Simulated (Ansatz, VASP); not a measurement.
Ru: VASP beside Ansatz

INCAR

```
  PREC = Accurate
  ENCUT = 520
  EDIFF = 1E-6
  ISMEAR = 0
  SIGMA = 0.15
  LREAL = False
  LASPH = True
  NELM = 80
  ALGO = Fast
  ISIF = 2
  LWAVE = False
  LCHARG = False
  GGA = CA
  NBANDS = 13
```

File KPOINTS:

```
regular mesh
0
Gamma
  24 24 24
```

POSCAR

```
Ru
1.0
    0.0000000000      1.9150000000      1.9150000000
    1.9150000000      0.0000000000      1.9150000000
    1.9150000000      1.9150000000      0.0000000000
Ru
1
Direct
    0.0000000000      0.0000000000      0.0000000000
```

Input for Ansatz:

```yaml
crystal:
  lattice:
    - [0.0, 1.915, 1.915]
    - [1.915, 0.0, 1.915]
    - [1.915, 1.915, 0.0]
  atoms:
    - { symbol: Ru, position: [0.0, 0.0, 0.0] }
basis:
  ecutwfc: 420
kpoints:
  mp_grid: { grid: [24, 24, 24] }
hamiltonian:
  xc: lda
scf:
  occupations: { method: gaussian, width: 0.15 }
output:
  forces: true
  stress: true
  eigenvalues: true
```

This isn't the form of Ru at room conditions, which is hcp.

Alike in both runs: task single point; functional LDA; k mesh 24 × 24 × 24; occupations gaussian, width 0.15 eV; no spin polarisation.

```csv
,VASP,Ansatz
version,VASP 6.6.1,Ansatz 0.2.0
potentials or method,"VASP PAW LDA potentials, release 64 (Ru_pv)","scalar-relativistic, plane waves, PAW"
plane-wave cutoff (eV),520,420
valence electrons in the cell,14,16
```

|  | VASP | Ansatz | Ansatz less VASP |
| --- | --- | --- | --- |
| gap on the k mesh at the Fermi level (eV) | none | none | - |
| pressure (GPa) | -19.8 | -20.3 | -0.59 |

A gap of «none» marks a metal or a gap that the smearing closes. The two sets of potentials don't hold the same shells in valence.

Caveats: so large a pressure means that the cell lies far from this level's equilibrium, or that cutoff or potentials fall short (VASP).
